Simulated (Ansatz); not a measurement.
Runs of Ansatz 0.2.0 on Hf. The structure is hexagonal, space group P6_3/mmc (No. 194). Conventional cell: a = 3.197 Å, b = 3.197 Å, c = 5.058 Å, α = 90.00°, β = 90.00°, γ = 120.00°. Hf (site symmetry -6m2) is surrounded by 12 Hf at 3.13 to 3.20 Å. 

```tsv
level	pressure (GPa)
PBEsol	(b)
BLYP	(a)
LDA	-7.8
revPBE	2.7
RPBE	3.5
```

Alike in all rows: task band structure; potentials or basis all-electron LAPW, scalar-relativistic; no spin polarisation; cell as given; k mesh 10 × 10 × 5; cutoff (eV) 213; smearing fermi-dirac 0.05 eV; basis error allowed 0.001 eV/atom.

**Question.** Estimate the missing entries.

**Answer.** (a) 3.4; (b) -3.9.

Runs at the PBE level aren't shown here.
